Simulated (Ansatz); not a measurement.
**SrCl2 under changes of volume**

One of the cells (28.299 Å³/atom); the others are scaled copies at fixed shape and fractional positions:

```
Sr Cl
1.0
     0.00000    3.48835    3.48835
     3.48835    0.00000    3.48835
     3.48835    3.48835    0.00000
Sr Cl
1 2
Direct
  0.00000 0.00000 0.00000
  0.75000 0.75000 0.75000
  0.25000 0.25000 0.25000
```

* Program: Ansatz 0.2.0
* Functional: LDA
* Potentials or basis: Ansatz PAW
* Cutoff: 420 eV (not typed: the program's choice for these potentials)
* k mesh: 7 × 7 × 7
* Occupations: fermi-dirac, width 0.05 eV
* Spin: no spin polarisation

```csv
volume (Å³/atom),energy over the lowest point (meV/atom),pressure (GPa),gap on the mesh (eV)
26.601,0.00,-0.6,5.16
27.167,3.75,-1.5,5.07
27.733,10.25,-2.2,4.99
28.299,19.18,-2.8,4.92
28.865,?,?,?
29.431,43.28,-3.9,4.77
29.997,57.98,-4.4,4.70
```

Q: What does the run at 28.865 Å³/atom give?

A: Energy over the lowest point 30.27 meV/atom; pressure -3.4 GPa; gap on the mesh 4.84 eV.

Worked out: A Birch-Murnaghan fit of order 3 (a polynomial in V^(-2/3)) to the other rows has its minimum at 26.20 Å³/atom, just outside them, with B0 = V·E''(V) = 44 GPa and B' = 4.6. It gives 30.27 meV/atom at 28.865 Å³/atom, against the run's 30.27, and -dE/dV = -3.4 GPa, against -3.4. A straight line through the other rows of the gap, of slope -3.79 eV per unit of ln V, gives 4.84 eV, against the run's 4.84.

Energies are extrapolated to zero smearing.

Caveats: odd divisions of the mesh miss points on the zone boundary, where band edges often lie, so the gap on the mesh can be too wide; the PAW data sets come from PBE, with cores solved anew for the run's functional, which leaves a small shift of forces and pressure.

A mesh can miss the band edges. Spin-orbit coupling on Sr is left out.
